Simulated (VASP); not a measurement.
# Lu (P6_3/mmc) in VASP: a series of runs

One crystal, Lu, is run at these levels: PBE; tasks: relaxation of shape and atoms at fixed volume.

All numbers are computed with VASP 6.6.1; they aren't measurements. Logs are shortened: lines on timing, memory, paths and dates and some standing lists are left out, and cuts for length are marked.

### 1 The undisturbed crystal

It takes space group P6_3/mmc (No. 194, hexagonal). Conventional cell: a = 3.503 Å, b = 3.503 Å, c = 5.551 Å, α = 90.00°, β = 90.00°, γ = 120.00°. Lu (site symmetry -6m2) is surrounded by 12 Lu at 3.43 to 3.50 Å.

### 2 Relaxation of shape and atoms at fixed volume, PBE (a relaxed cell with its volume scaled by 0.96)

The input, INCAR:

```
ALGO = Fast ; EDIFF = 1E-7
EDIFFG = -0.01 ; ENCUT = 300
GGA = PE ; IBRION = 2
ISIF = 4 ; ISMEAR = 1
LASPH = T ; LCHARG = F
LREAL = F ; LWAVE = F
NELM = 80 ; NSW = 40
PREC = Accurate ; SIGMA = 0.1
```

The input, KPOINTS:

```
k-points
0
Gamma
  6 6 4
```

The input, POSCAR:

```
Lu                                      
1.0
    3.4648503596      0.0000000000     -0.0000000000
   -1.7324251798      3.0006484317      0.0000000000
   -0.0000000000      0.0000000000      5.3432884970
  Lu            
     2
Direct
     0.3333333332999970    0.6666666667000030    0.2500000000000000
     0.6666666667000030    0.3333333332999970    0.7500000000000000
```

Potentials or basis: VASP PAW PBE potentials, release 64 (Lu).

The run is started by

```bash
$ cat potpaw_PBE.64/Lu/POTCAR > POTCAR
$ mpirun -np 1 vasp_std > vasp.out
```

OUTCAR:

```text
EDIFF = 1E-7
   EDIFFG = -0.01
   ENCUT = 300
   GGA = PE
   IBRION = 2
   ISIF = 4
   ISMEAR = 1
   LASPH = T
   LREAL = F
   NELM = 80
   NSW = 40
   PREC = Accurate

 ion  position               nearest neighbor table
   1  0.333  0.667  0.250-   2 3.34   2 3.34   2 3.34   2 3.34   2 3.34   2 3.34
   2  0.667  0.333  0.750-   1 3.34   1 3.34   1 3.34   1 3.34   1 3.34   1 3.34

  LATTYP: Found a hexagonal cell.
 ALAT       =     3.4648503596
 C/A-ratio  =     1.5421412016

  Lattice vectors:

 A1 = (   3.4648503596,   0.0000000000,   0.0000000000)
 A2 = (  -1.7324251798,   3.0006484317,   0.0000000000)
 A3 = (   0.0000000000,   0.0000000000,   5.3432884970)

Analysis of symmetry for initial positions (statically):
=====================================================================
 Subroutine PRICEL returns:
 Original cell was already a primitive cell.

 Routine SETGRP: Setting up the symmetry group for a
 hexagonal supercell.

 Subroutine GETGRP returns: Found 24 space group operations
 (whereof 12 operations were pure point group operations)
 out of a pool of 24 trial point group operations.

The static configuration has the point symmetry D_3d.
 The point group associated with its full space group is D_6h.

Analysis of symmetry for dynamics (positions and initial velocities):
=====================================================================
 Subroutine PRICEL returns:
 Original cell was already a primitive cell.

 Routine SETGRP: Setting up the symmetry group for a
 hexagonal supercell.

 Subroutine GETGRP returns: Found 24 space group operations
 (whereof 12 operations were pure point group operations)
 out of a pool of 24 trial point group operations.

The dynamic configuration has the point symmetry D_3d.
 The point group associated with its full space group is D_6h.

 Subroutine INISYM returns: Found 24 space group operations
 (whereof 12 operations are pure point group operations),
 and found     1 'primitive' translations

----------------------------------------------------------------------------------------

                                     Primitive cell

  volume of cell :      55.5531

  direct lattice vectors                    reciprocal lattice vectors
     3.464850360  0.000000000  0.000000000     0.288612753  0.166630650  0.000000000
    -1.732425180  3.000648432  0.000000000     0.000000000  0.333261301  0.000000000
     0.000000000  0.000000000  5.343288497     0.000000000  0.000000000  0.187150666

  length of vectors
     3.464850360  3.464850360  5.343288497     0.333261301  0.333261301  0.187150666

  position of ions in fractional coordinates (direct lattice)
     0.333333333  0.666666667  0.250000000
     0.666666667  0.333333333  0.750000000

  ion indices of the primitive-cell ions
   primitive index   ion index
                 1           1
                 2           2

----------------------------------------------------------------------------------------

 KPOINTS: k-points

Automatic generation of k-mesh.
 Grid dimensions read from file:
 generate k-points for:    6    6    4

 Generating k-lattice:

  Cartesian coordinates                     Fractional coordinates (reciprocal lattice)
     0.048102125  0.027771775  0.000000000     0.166666667  0.000000000  0.000000000
     0.000000000  0.055543550  0.000000000     0.000000000  0.166666667  0.000000000
     0.000000000  0.000000000  0.046787666     0.000000000  0.000000000  0.250000000

  Length of vectors
     0.055543550  0.055543550  0.046787666

  Shift w.r.t. Gamma in fractional coordinates (k-lattice)
     0.000000000  0.000000000  0.000000000

[... 47 lines left out ...]
   LREAL  =      F    real-space projection
   EDIFFG = -.1E-01   stopping-criterion for IOM
   NSW    =     40    number of steps for IOM
   IBRION =      2    ionic relax: 0-MD 1-quasi-New 2-CG
   NFREE  =      1    steps in history (QN), initial steepest desc. (CG)
   ISIF   =      4    stress and relaxation
   ISYM   =      2    0-nonsym 1-usesym 2-fastsym
   POTIM  = 0.5000    time-step for ionic-motion
   TEBEG  =    0.0;   TEEND  =   0.0 temperature during run
   PSTRESS=    0.0 pullay stress
   NELECT =      50.0000    total number of electrons
   NUPDOWN=      -1.0000    fix difference up-down
   EMIN   =  10.00;   EMAX   =-10.00  energy-range for DOS
   EFERMI =   0.00;   METHOD = LEGACY
   ISMEAR =     1;   SIGMA  =   0.10  broadening in eV -4-tet -1-fermi 0-gaus
   EFERMI_NEDOS =   21; number of points for ismear=-14 and -15
   IALGO  =     68    algorithm
   IMIX   =      4    mixing-type and parameters
     AMIX     =   0.40;   BMIX     =  1.00
     AMIX_MAG =   1.60;   BMIX_MAG =  1.00
  volume/ion in A,a.u.               =      27.78       187.45
  Fermi-wavevector in a.u.,A,eV,Ry     =   1.580625  2.986948 33.992447  2.498374
  Thomas-Fermi vector in A             =   2.680824
   LORBIT       =      0    0 simple, 1 ext, 2 COOP (PROOUT), +10 PAW based schemes
   GGA     = PE    functional components
   LHFCALC =     F    Hartree Fock is set to
   AEXX    =    0.0000 exact exchange contribution
   IVDW    =     0    specifies the selected vdW correction
   LEPSILON=     F    determine dielectric tensor
   LRPA    =     F    only Hartree local field effects (RPA)
 conjugate gradient relaxation of ions
 non-spin polarized calculation
 RMM-DIIS sequential band-by-band and
 Methfessel and Paxton  Order N= 1 SIGMA  =   0.10
  energy-cutoff  :      300.00
  volume of cell :       55.55
 maximum number of plane-waves:       687
 NGX is ok and might be reduce to    20
   NGX =  9   NGY =  9   NGZ = 15

--------------------------------------- Ionic step        1  -------------------------------------------

 number of electron      49.9999997 magnetization

 Free energy of the ion-electron system (eV)
  ---------------------------------------------------
  ext. energy  EPLUGINS =         0.00000000
  ---------------------------------------------------
  free energy    TOTEN  =        -9.04467812 eV

  energy without entropy =       -9.04831308  energy(sigma->0) =       -9.04588977

------------------------ aborting loop because EDIFF is reached ----------------------------------------

  FORCE on cell =-STRESS in cart. coord.  units (eV):
  Direction    XX          YY          ZZ          XY          YZ          ZX
  --------------------------------------------------------------------------------------
  -------------------------------------------------------------------------------------
  Total        0.6303688      0.6303688      0.5923350      0.0000000      0.0000000      0.0000000
  in kB       18.1801332     18.1801332     17.0832208      0.0000000      0.0000000      0.0000000
  external PRESSURE =      17.8144957 kB  Pullay stress =       0.0000000 kB

 VOLUME and BASIS-vectors are now :
 -----------------------------------------------------------------------------
  energy-cutoff  :      300.00
  volume of cell :       55.55
      direct lattice vectors                 reciprocal lattice vectors
     3.464850360  0.000000000  0.000000000     0.288612753  0.166630650  0.000000000
    -1.732425180  3.000648432  0.000000000     0.000000000  0.333261301  0.000000000
     0.000000000  0.000000000  5.343288497     0.000000000  0.000000000  0.187150666

 POSITION                                       TOTAL-FORCE (eV/Angst)
 -----------------------------------------------------------------------------------
     -0.00000      2.00043      1.33582        -0.000000      0.000000      0.000000
      1.73243      1.00022      4.00747         0.000000     -0.000000      0.000000
 -----------------------------------------------------------------------------------
    total drift:                                0.000000     -0.000000      0.000000

  FREE ENERGIE OF THE ION-ELECTRON SYSTEM (eV)
  ---------------------------------------------------
  free  energy   TOTEN  =        -9.0446781156 eV

  energy  without entropy=       -9.0483130819  energy(sigma->0) =       -9.04588977

--------------------------------------- Ionic step        2  -------------------------------------------

 number of electron      49.9999998 magnetization

 Free energy of the ion-electron system (eV)
  ---------------------------------------------------
  ext. energy  EPLUGINS =         0.00000000
  ---------------------------------------------------
  free energy    TOTEN  =        -9.04468012 eV

  energy without entropy =       -9.04820526  energy(sigma->0) =       -9.04585517

 E-fermi :   2.4563     XC(G=0): -10.8917

 val. band max:        2.3641630284   @ k =   0.3333   0.1667   0.2500
 cond. band min:       2.4637550782   @ k =   0.3333  -0.0000   0.0000
 fundamental gap:      0.0995920498
 Fermi energy:         2.4563330312

 k-point     1 :       0.0000    0.0000    0.0000
  band No.  band energies     occupation
      1     -53.6744      2.00000
      2     -53.6273      2.00000
      3     -24.6854      2.00000
      4     -24.1937      2.00000
      5     -24.1937      2.00000
      6     -24.0886      2.00000
[... 682 lines left out ...]
     29       5.9422      0.00000
     30       5.9428      0.00000

------------------------ aborting loop because EDIFF is reached ----------------------------------------

  FORCE on cell =-STRESS in cart. coord.  units (eV):
  Direction    XX          YY          ZZ          XY          YZ          ZX
  --------------------------------------------------------------------------------------
  -------------------------------------------------------------------------------------
  Total        0.7689190      0.7689190      0.7733341      0.0000000      0.0000000     -0.0000000
  in kB       22.1759859     22.1759859     22.3033210      0.0000000      0.0000000     -0.0000000
  external PRESSURE =      22.2184309 kB  Pullay stress =       0.0000000 kB

 VOLUME and BASIS-vectors are now :
 -----------------------------------------------------------------------------
  energy-cutoff  :      300.00
  volume of cell :       55.55
      direct lattice vectors                 reciprocal lattice vectors
     3.465910264  0.000000000  0.000000000     0.288524492  0.166579693  0.000000000
    -1.732955132  3.001566336 -0.000000000     0.000000000  0.333159387  0.000000000
    -0.000000000  0.000000000  5.340020951    -0.000000000  0.000000000  0.187265183

 POSITION                                       TOTAL-FORCE (eV/Angst)
 -----------------------------------------------------------------------------------
     -0.00000      2.00104      1.33501         0.000000      0.000000      0.000000
      1.73296      1.00052      4.00502        -0.000000      0.000000      0.000000
 -----------------------------------------------------------------------------------
    total drift:                                0.000000     -0.000000      0.000000

  FREE ENERGIE OF THE ION-ELECTRON SYSTEM (eV)
  ---------------------------------------------------
  free  energy   TOTEN  =        -9.0446801176 eV

  energy  without entropy=       -9.0482052622  energy(sigma->0) =       -9.04585517

 reached required accuracy - stopping structural energy minimisation
```

It took 50 s on 1 thread of Intel Xeon 6975P-C (Granite Rapids), shared host; peak memory 0.14 GiB.

Results:

- Free energy: -9.0447 eV
- Energy gained by relaxing: 0.0 meV/atom
- Ionic steps: 2
- Pressure after relaxing: 2.2 GPa
- Band gap on the k mesh: none (metal or under the smearing width)

Final structure:
```cif
data_structure
_symmetry_space_group_name_H-M 'P 1'
_symmetry_Int_Tables_number 1
_cell_length_a 3.4659
_cell_length_b 3.4659
_cell_length_c 5.3400
_cell_angle_alpha 90.000
_cell_angle_beta 90.000
_cell_angle_gamma 120.000
_cell_volume 55.55
loop_
_atom_site_label
_atom_site_type_symbol
_atom_site_fract_x
_atom_site_fract_y
_atom_site_fract_z
_atom_site_occupancy
Lu1 Lu 0.33333 0.66667 0.25000 1
Lu2 Lu 0.66667 0.33333 0.75000 1
```

Caveat: the cutoff is under 1.25 times the usual one of these potentials, so pressure, stress and relaxed cells hold a basis-set (Pulay) error.

### 3 Relaxation of shape and atoms at fixed volume, PBE (a relaxed cell with its volume scaled by 0.98)

INCAR is that of step 2.

KPOINTS is that of step 2.

The input, POSCAR:

```
Lu                                      
1.0
    3.4887466344      0.0000000000     -0.0000000000
   -1.7443733172      3.0213432127      0.0000000000
   -0.0000000000      0.0000000000      5.3801399270
  Lu            
     2
Direct
     0.3333333332999970    0.6666666667000030    0.2500000000000000
     0.6666666667000030    0.3333333332999970    0.7500000000000000
```

Potentials or basis: VASP PAW PBE potentials, release 64 (Lu).

The run is started by

```bash
$ cat potpaw_PBE.64/Lu/POTCAR > POTCAR
$ mpirun -np 1 vasp_std > vasp.out
```

OUTCAR:

```text
EDIFF = 1E-7
   EDIFFG = -0.01
   ENCUT = 300
   GGA = PE
   IBRION = 2
   ISIF = 4
   ISMEAR = 1
   LASPH = T
   LREAL = F
   NELM = 80
   NSW = 40
   PREC = Accurate

 ion  position               nearest neighbor table
   1  0.333  0.667  0.250-   2 3.36   2 3.36   2 3.36   2 3.36   2 3.36   2 3.36
   2  0.667  0.333  0.750-   1 3.36   1 3.36   1 3.36   1 3.36   1 3.36   1 3.36

  LATTYP: Found a hexagonal cell.
 ALAT       =     3.4887466344
 C/A-ratio  =     1.5421412016

  Lattice vectors:

 A1 = (   3.4887466344,   0.0000000000,   0.0000000000)
 A2 = (  -1.7443733172,   3.0213432127,   0.0000000000)
 A3 = (   0.0000000000,   0.0000000000,   5.3801399270)

Analysis of symmetry for initial positions (statically):
=====================================================================
 Subroutine PRICEL returns:
 Original cell was already a primitive cell.

 Routine SETGRP: Setting up the symmetry group for a
 hexagonal supercell.

 Subroutine GETGRP returns: Found 24 space group operations
 (whereof 12 operations were pure point group operations)
 out of a pool of 24 trial point group operations.

The static configuration has the point symmetry D_3d.
 The point group associated with its full space group is D_6h.

Analysis of symmetry for dynamics (positions and initial velocities):
=====================================================================
 Subroutine PRICEL returns:
 Original cell was already a primitive cell.

 Routine SETGRP: Setting up the symmetry group for a
 hexagonal supercell.

 Subroutine GETGRP returns: Found 24 space group operations
 (whereof 12 operations were pure point group operations)
 out of a pool of 24 trial point group operations.

The dynamic configuration has the point symmetry D_3d.
 The point group associated with its full space group is D_6h.

 Subroutine INISYM returns: Found 24 space group operations
 (whereof 12 operations are pure point group operations),
[... 111 lines left out ...]
     AMIX     =   0.40;   BMIX     =  1.00
     AMIX_MAG =   1.60;   BMIX_MAG =  1.00
  volume/ion in A,a.u.               =      28.36       191.35
  Fermi-wavevector in a.u.,A,eV,Ry     =   1.569798  2.966488 33.528377  2.464266
  Thomas-Fermi vector in A             =   2.671627
   LORBIT       =      0    0 simple, 1 ext, 2 COOP (PROOUT), +10 PAW based schemes
   GGA     = PE    functional components
   LHFCALC =     F    Hartree Fock is set to
   AEXX    =    0.0000 exact exchange contribution
   IVDW    =     0    specifies the selected vdW correction
   LEPSILON=     F    determine dielectric tensor
   LRPA    =     F    only Hartree local field effects (RPA)
 conjugate gradient relaxation of ions
 non-spin polarized calculation
 RMM-DIIS sequential band-by-band and
 Methfessel and Paxton  Order N= 1 SIGMA  =   0.10
  energy-cutoff  :      300.00
  volume of cell :       56.71
 maximum number of plane-waves:       687
 NGX is ok and might be reduce to    20
   NGX =  9   NGY =  9   NGZ = 15

 number of electron      49.9999938 magnetization

 Free energy of the ion-electron system (eV)
  ---------------------------------------------------
  ext. energy  EPLUGINS =         0.00000000
  ---------------------------------------------------
  free energy    TOTEN  =        -9.06023092 eV

  energy without entropy =       -9.06432539  energy(sigma->0) =       -9.06159574

 E-fermi :   2.3708     XC(G=0): -10.7912

 val. band max:        2.2738282595   @ k =   0.3333   0.1667   0.2500
 cond. band min:       2.3764483335   @ k =   0.3333  -0.0000   0.0000
 fundamental gap:      0.1026200740
 Fermi energy:         2.3707738680

 k-point     1 :       0.0000    0.0000    0.0000
  band No.  band energies     occupation
      1     -53.7994      2.00000
      2     -53.7568      2.00000
      3     -24.7826      2.00000
      4     -24.3253      2.00000
      5     -24.3253      2.00000
      6     -24.2269      2.00000
[... 682 lines left out ...]
     29       5.8178      0.00000
     30       5.8203      0.00000

------------------------ aborting loop because EDIFF is reached ----------------------------------------

  FORCE on cell =-STRESS in cart. coord.  units (eV):
  Direction    XX          YY          ZZ          XY          YZ          ZX
  --------------------------------------------------------------------------------------
  -------------------------------------------------------------------------------------
  Total        0.2622964      0.2622964      0.2372228      0.0000000     -0.0000000      0.0000000
  in kB        7.4103693      7.4103693      6.7019930      0.0000000     -0.0000000      0.0000000
  external PRESSURE =       7.1742439 kB  Pullay stress =       0.0000000 kB

 VOLUME and BASIS-vectors are now :
 -----------------------------------------------------------------------------
  energy-cutoff  :      300.00
  volume of cell :       56.71
      direct lattice vectors                 reciprocal lattice vectors
     3.488746634  0.000000000  0.000000000     0.286635891  0.165489309  0.000000000
    -1.744373317  3.021343213  0.000000000     0.000000000  0.330978618  0.000000000
     0.000000000  0.000000000  5.380139927     0.000000000  0.000000000  0.185868772

 POSITION                                       TOTAL-FORCE (eV/Angst)
 -----------------------------------------------------------------------------------
     -0.00000      2.01423      1.34503        -0.000000     -0.000000      0.000000
      1.74437      1.00711      4.03510         0.000000      0.000000      0.000000
 -----------------------------------------------------------------------------------
    total drift:                               -0.000000      0.000000     -0.000000

  FREE ENERGIE OF THE ION-ELECTRON SYSTEM (eV)
  ---------------------------------------------------
  free  energy   TOTEN  =        -9.0602309185 eV

  energy  without entropy=       -9.0643253920  energy(sigma->0) =       -9.06159574

 reached required accuracy - stopping structural energy minimisation
```

CONTCAR:

```text
Lu
   1.00000000000000
     3.4887466344000000    0.0000000000000000    0.0000000000000000
    -1.7443733172000000    3.0213432127000002    0.0000000000000000
     0.0000000000000000    0.0000000000000000    5.3801399270000001
  Lu
     2
Direct
     0.3333333332999970    0.6666666667000030    0.2500000000000000
     0.6666666667000030    0.3333333332999970    0.7500000000000000

  0.00000000E+00  0.00000000E+00  0.00000000E+00
  0.00000000E+00  0.00000000E+00  0.00000000E+00
```

Run time: 35 s. Hardware: 1 thread of Intel Xeon 6975P-C (Granite Rapids), shared host; peak memory 0.14 GiB.

Results:

| Property | Result |
| --- | --- |
| Free energy | -9.0602 eV |
| Pressure after relaxing | 0.7 GPa |
| Band gap on the k mesh | none (metal or under the smearing width) |

Final structure:
```xyz
2
Lattice="3.4887 0.0000 0.0000 -1.7444 3.0213 0.0000 0.0000 0.0000 5.3801" Properties=species:S:1:pos:R:3 pbc="T T T"
Lu    0.0000    2.0142    1.3450
Lu    1.7444    1.0071    4.0351
```

Caveat: the cutoff is under 1.25 times the usual one of these potentials, so pressure, stress and relaxed cells hold a basis-set (Pulay) error; the relaxation stopped at its first step, so nothing moved. The run has no spin-orbit coupling, so splittings on Lu are missing.
